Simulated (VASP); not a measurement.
Here is a VASP 6.6.1 calculation.

INCAR

```
  PREC = Accurate
  ENCUT = 520
  EDIFF = 1E-6
  ISMEAR = 0
  SIGMA = 0.03
  LREAL = F
  LASPH = T
  NELM = 80
  ALGO = Normal
  ISIF = 2
  LWAVE = F
  LCHARG = F
  LMAXMIX = 4
  LDIPOL = T
  IDIPOL = 3
  DIPOL = 0.5 0.5 0.500
  GGA = PE
  IVDW = 12
  NBANDS = 35
  LVHAR = T
  LVACPOTAV = T
```

KPOINTS

```
regular mesh
0
Gamma
  6 6 1
```

File POSCAR:

```
WSe2                                    
1.0
    3.2843558654      0.0000000000      0.0000000000
   -1.6421779327      2.8443356160      0.0000000000
    0.0000000000      0.0000000000     27.8312600000
  Se              W             
     4     2
Direct
     0.3333333300000021    0.6666666699999979    0.3242880106131987
     0.3333333300000021    0.6666666699999979    0.4454742839949915
     0.6666666699999979    0.3333333300000021    0.5545257160050086
     0.6666666699999979    0.3333333300000021    0.6757119893868013
     0.6666666699999979    0.3333333300000021    0.3848919389865160
     0.3333333300000021    0.6666666699999979    0.6151080610134840
```

Contents of KPOINTS_OPT:

```
explicit points
3
Reciprocal
 0.0000000000  0.0000000000  0.0000000000 1
 0.5000000000  0.0000000000  0.0000000000 1
 0.3333333300  0.3333333300  0.0000000000 1
```

Potentials or basis: VASP PAW PBE potentials, release 64 (Se, W_sv).

Command:

```console
$ cat potpaw_PBE.64/Se/POTCAR potpaw_PBE.64/W_sv/POTCAR > POTCAR
$ mpirun -np 8 vasp_std > vasp.out
```

Task: What does it give for the band gap along the path?

Result: 1.54 eV, indirect (least direct gap 1.62 eV).

Task: Estimate the dispersion energy per atom.

Result: -0.403 eV.

Task: Estimate the largest force.

Result: 0.007 eV/Å.

Task: What does it give for the band gap on the k mesh?

Result: 1.28 eV, indirect (least direct gap 1.62 eV).

Forces in eV/Å, atoms in the order of the input:
```
Se   0.000  0.000 -0.006
Se   0.000  0.000  0.007
Se   0.000  0.000 -0.007
Se   0.000  0.000  0.006
W    0.000  0.000  0.000
W    0.000  0.000  0.000
```

Caveat: spin-orbit coupling is left out, which moves the levels of the heavy elements. Expect the measured gap to be larger: semilocal functionals such as PBE lack the derivative discontinuity.
